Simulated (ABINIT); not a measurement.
HfC:

```
Hf C
1.0
    -1.39667    2.49718    1.84734
     1.39667   -2.49718    1.84734
     1.39667    2.49718   -1.84734
Hf C
1 1
Direct
  0.98471 0.98471 0.00000
  0.67945 0.17945 0.50000
```

The cell was built by a generator and needn't be a form met in nature.

```yaml
Program: ABINIT 10.8.3 (patched build)
Task: single point
Functional: PBE
Potentials_or_basis: JTH PAW PBE v2.0
Cutoff: 517 eV
k_mesh: 12 × 12 × 12
Occupations: fermi-dirac, width 0.05 eV
Spin: no spin polarisation
```

On this cell: pressure 68.5 GPa; largest force 11.832 eV/Å; band gap on the k mesh 0.37 eV, indirect (least direct gap 0.87 eV).

The same run follows on a disturbed copy (atoms moved at random, drawn with an rms of 0.05 Å):

```xyz
2
Lattice="-1.3967 2.4972 1.8473 1.3967 -2.4972 1.8473 1.3967 2.4972 -1.8473" Properties=species:S:1:pos:R:3 pbc="T T T"
Hf   -0.0338   -0.0295    3.6460
C    -0.0402    2.5273    0.6538
```

Problem. What does the disturbed cell give?

Solution. The energy moves by -105.5 meV/atom; pressure 65.1 GPa; largest force 11.204 eV/Å; band gap on the k mesh 0.46 eV, indirect (least direct gap 0.88 eV).

Forces on the atoms (eV/Å):
```
Hf   -0.276  -0.512  11.189
C     0.276   0.512 -11.189
```

Stress tensor (GPa, compression positive):
```
163.76   0.09  -1.97
  0.09 -23.34  -2.83
 -1.97  -2.83  54.83
```

Caveats: spin-orbit coupling is left out, which moves the levels of the heavy elements; the atomic spheres overlap; a pressure of tens of GPa on the cell as given is suspect, and the run, the potentials or the cell itself is likely at fault (some runs); forces of over 1 eV/Å show positions far from the minimum, so gaps and moduli don't describe the material at rest (some runs); the cell as given lies far from equilibrium (some runs).

A k mesh can miss the band edges.
